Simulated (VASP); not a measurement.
## Si: equation of state with PBEsol

Si:

```
Si
1.0
     0.00000    2.72185    2.72185
     2.72185    0.00000    2.72185
     2.72185    2.72185    0.00000
Si
2
Cartesian
  2.7219 2.7219 2.7219
  4.0828 4.0828 4.0828
```

| Item | Value |
| --- | --- |
| Program | VASP 6.6.1 |
| Task | equation of state |
| Functional | PBEsol |
| Potentials or basis | VASP PAW PBE potentials, release 64 (Si) |
| Cutoff | 520 eV |
| k mesh | 8 × 8 × 8 |
| Occupations | fermi-dirac, width 0.05 eV |
| Spin | no spin polarisation |
| Ladder | free |
| Further INCAR settings | ALGO = Normal; EDIFF = 1e-07; NBANDS = 11 |

* Equilibrium volume: 20.08 Å³/atom
* Bulk modulus: 94 GPa
* Pressure derivative of the bulk modulus: 4.3

Energy against volume, from the lowest point:
| volume (Å³/atom) | energy (meV/atom) |
| --- | --- |
| 18.955 | 20.25 |
| 19.358 | 7.96 |
| 19.761 | 1.40 |
| 20.165 | 0.00 |
| 20.568 | 3.24 |
| 20.971 | 10.66 |
| 21.375 | 21.83 |

All runs of the series together: 2.2 min on 1 thread of Intel(R) Xeon(R) Platinum 8375C CPU @ 2.90GHz (Ice Lake), on a shared host.

Caveat: the PAW data sets were made with another functional, which shifts forces and pressure a little.
